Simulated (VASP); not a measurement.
# GaP (F-43m) in VASP: notebook, part 3 of 3

VASP 6.6.1. The steps go on from the part before.

## Step 6: Band structure, r2SCANh

POSCAR

```
GaP
1.0
    0.0000000000      2.7252500000      2.7252500000
    2.7252500000      0.0000000000      2.7252500000
    2.7252500000      2.7252500000      0.0000000000
Ga P
1 1
Direct
    0.0000000000      0.0000000000      0.0000000000
    0.7500000000      0.7500000000      0.7500000000
```

INCAR.step1

```
SYSTEM = GaP
PREC     = Accurate       ! precision mode
ENCUT    = 520            ! plane-wave cutoff, eV
EDIFF    = 1E-5           ! SCF threshold, eV
ISMEAR   = -1             ! smearing method
SIGMA    = 0.05           ! smearing width, eV
LREAL    = .False.        ! projectors in reciprocal space
LASPH    = .True.         ! aspherical terms in the spheres
NELM     = 80             ! most SCF steps
ALGO     = Normal         ! electronic algorithm
ISIF     = 2              ! what is computed and relaxed
LWAVE    = .True.         ! write WAVECAR
LCHARG   = .False.        ! write CHGCAR
NBANDS   = 16             ! bands
GGA      = PE             ! functional
```

INCAR.step2

```
SYSTEM = GaP
PREC     = Accurate       ! precision mode
ENCUT    = 520            ! plane-wave cutoff, eV
EDIFF    = 1E-7           ! SCF threshold, eV
ISMEAR   = -1             ! smearing method
SIGMA    = 0.05           ! smearing width, eV
LREAL    = .False.        ! projectors in reciprocal space
LASPH    = .True.         ! aspherical terms in the spheres
NELM     = 80             ! most SCF steps
ALGO     = Normal         ! electronic algorithm
ISIF     = 2              ! what is computed and relaxed
LWAVE    = .False.        ! write WAVECAR
LCHARG   = .False.        ! write CHGCAR
METAGGA  = R2SCAN         ! meta-GGA
LHFCALC  = .True.         ! exact exchange
AEXX     = 0.1            ! exact-exchange fraction
LMIXTAU  = .True.       
PRECFOCK = Fast         
HFRCUT   = -1           
NBANDS   = 16             ! bands
ISTART   = 1
```

KPOINTS

```
Automatic mesh
0
Gamma
  4 4 4
  0 0 0
```

KPOINTS_OPT

```
path GXWKGLUWLK,UX
8
line-mode
reciprocal
 0.0000000000  0.0000000000  0.0000000000  G
 0.5000000000  0.0000000000  0.5000000000  X

 0.5000000000  0.0000000000  0.5000000000  X
 0.5000000000  0.2500000000  0.7500000000  W

 0.5000000000  0.2500000000  0.7500000000  W
 0.3750000000  0.3750000000  0.7500000000  K

 0.3750000000  0.3750000000  0.7500000000  K
 0.0000000000  0.0000000000  0.0000000000  G

 0.0000000000  0.0000000000  0.0000000000  G
 0.5000000000  0.5000000000  0.5000000000  L

 0.5000000000  0.5000000000  0.5000000000  L
 0.6250000000  0.2500000000  0.6250000000  U

 0.6250000000  0.2500000000  0.6250000000  U
 0.5000000000  0.2500000000  0.7500000000  W

 0.5000000000  0.2500000000  0.7500000000  W
 0.5000000000  0.5000000000  0.5000000000  L

 0.5000000000  0.5000000000  0.5000000000  L
 0.3750000000  0.3750000000  0.7500000000  K

 0.6250000000  0.2500000000  0.6250000000  U
 0.5000000000  0.0000000000  0.5000000000  X
```

Potentials or basis: VASP PAW PBE potentials, release 64 (Ga_d, P).

The run is started by

```bash
cat potpaw_PBE.64/Ga_d/POTCAR potpaw_PBE.64/P/POTCAR > POTCAR
cp INCAR.step1 INCAR
mpirun -np 1 vasp_std > vasp.out
cp INCAR.step2 INCAR
mpirun -np 1 vasp_std > vasp.out
```

It took 13 min on 1 thread of Intel Xeon 6975P-C (Granite Rapids), shared host; peak memory 0.16 GiB.

The run converged. Its results:

* Free energy: -21.1707 eV
* Pressure: 0.0 GPa
* Band gap on the k mesh: 2.38 eV, indirect (least direct gap 2.93 eV)
* Band gap along the path: 2.33 eV, indirect (least direct gap 2.93 eV)

Levels at the corners of the path, in eV from the valence-band top:
```csv
point,band 6,band 7,band 8,band 9,band 10,band 11,band 12,band 13
Γ,-13.50,0.00,0.00,0.00,2.93,4.76,4.76,4.76
X,-10.31,-7.21,-2.90,-2.90,2.38,2.62,12.11,12.11
X,-10.31,-7.21,-2.90,-2.90,2.38,2.62,12.11,12.11
W,-10.21,-6.97,-3.84,-3.65,5.58,5.96,7.13,7.20
W,-10.21,-6.97,-3.84,-3.65,5.58,5.96,7.13,7.20
K,-10.34,-6.97,-4.23,-2.44,2.98,5.78,9.48,9.50
K,-10.34,-6.97,-4.23,-2.44,2.98,5.78,9.48,9.50
Γ,-13.50,0.00,0.00,0.00,2.93,4.76,4.76,4.76
Γ,-13.50,0.00,0.00,0.00,2.93,4.76,4.76,4.76
L,-11.28,-7.10,-1.21,-1.21,2.58,5.63,5.63,9.40
L,-11.28,-7.10,-1.21,-1.21,2.58,5.63,5.63,9.40
U,-10.34,-6.97,-4.23,-2.44,2.98,5.78,9.48,9.50
U,-10.34,-6.97,-4.23,-2.44,2.98,5.78,9.48,9.50
W,-10.21,-6.97,-3.84,-3.65,5.58,5.96,7.13,7.20
W,-10.21,-6.97,-3.84,-3.65,5.58,5.96,7.13,7.20
L,-11.28,-7.10,-1.21,-1.21,2.58,5.63,5.63,9.40
L,-11.28,-7.10,-1.21,-1.21,2.58,5.63,5.63,9.40
K,-10.34,-6.97,-4.23,-2.44,2.98,5.78,9.48,9.50
U,-10.34,-6.97,-4.23,-2.44,2.98,5.78,9.48,9.50
X,-10.31,-7.21,-2.90,-2.90,2.38,2.62,12.11,12.11
```

Caveat: the k mesh is coarse (spacing up to 0.50 Å⁻¹), so the values aren't converged, least of all with exact exchange; the PAW data sets were made with another functional, which shifts forces and pressure a little.

## Step 7: Overview

| level | potentials or basis | k mesh | cutoff (eV) | grid for exact exchange (PRECFOCK) | exchange at q = 0 | mesh quality | gap on the mesh (eV) | pressure (GPa) |
| --- | --- | --- | --- | --- | --- | --- | --- | --- |
| PBE | VASP PAW PBE potentials, release 64 (Ga, P) | 8 × 8 × 8 | 500 | - | - | not flagged | 1.67 | - |
| PBE | VASP PAW PBE potentials, release 64 (Ga_d, P) | 8 × 8 × 8 | 520 | - | - | not flagged | 1.64 | 2.5 |
| PBE | VASP PAW PBE potentials, release 64 (Ga_d_GW, P_GW) | 8 × 8 × 8 | 600 | - | - | not flagged | 1.64 | 2.2 |
| PBE | VASP PAW PBE potentials, release 64 (Ga_d_GW, P_GW) | 8 × 8 × 8 | 550 | - | - | not flagged | 1.64 | - |
| r2SCANh | VASP PAW PBE potentials, release 64 (Ga_d, P) | 4 × 4 × 4 | 520 | Fast | truncated | coarse | 2.38 | 0.0 |

Alike in all rows: task band structure; no spin polarisation; cell as given; smearing fermi-dirac 0.05 eV.

Caveats: some runs use coarse meshes; the PAW data sets were made with another functional, which shifts forces and pressure a little (some runs).

Total energies depend on the potentials used, so only differences within one code and one set of settings carry meaning.

## Step 8: How close it comes

Step 2. A measured gap of GaP is 2.34 eV (indirect; 10 K; quoted in “Stacking defects in GaP nanowires: Electronic structure and optical properties”, 2018, arxiv:1810.01194); the calculated 1.62 eV misses it by -0.72 eV. Spin-orbit coupling on Ga is left out. The value is that of PBE, without temperature or zero-point motion. Semilocal functionals fall short of measured gaps as a rule.

Step 3. Against the measured gap of GaP, 2.34 eV (indirect; 10 K; quoted in “Stacking defects in GaP nanowires: Electronic structure and optical properties”, 2018, arxiv:1810.01194), the calculated 1.59 eV is off by -0.75 eV. Spin-orbit coupling on Ga is left out. The value is that of PBE, without temperature or zero-point motion. Semilocal functionals fall short of measured gaps as a rule.

Step 4. Measured gap of GaP: 2.34 eV (indirect; 10 K; quoted in “Stacking defects in GaP nanowires: Electronic structure and optical properties”, 2018, arxiv:1810.01194). This calculation gives 1.60 eV (-0.74 eV). Spin-orbit coupling on Ga is left out. The value is that of PBE, without temperature or zero-point motion. Semilocal functionals fall short of measured gaps as a rule.

Step 5. Measured gap of GaP: 2.34 eV (indirect; 10 K; quoted in “Stacking defects in GaP nanowires: Electronic structure and optical properties”, 2018, arxiv:1810.01194). This calculation gives 1.59 eV (-0.75 eV). Spin-orbit coupling on Ga is left out. The value is that of PBE, without temperature or zero-point motion. Semilocal functionals fall short of measured gaps as a rule.
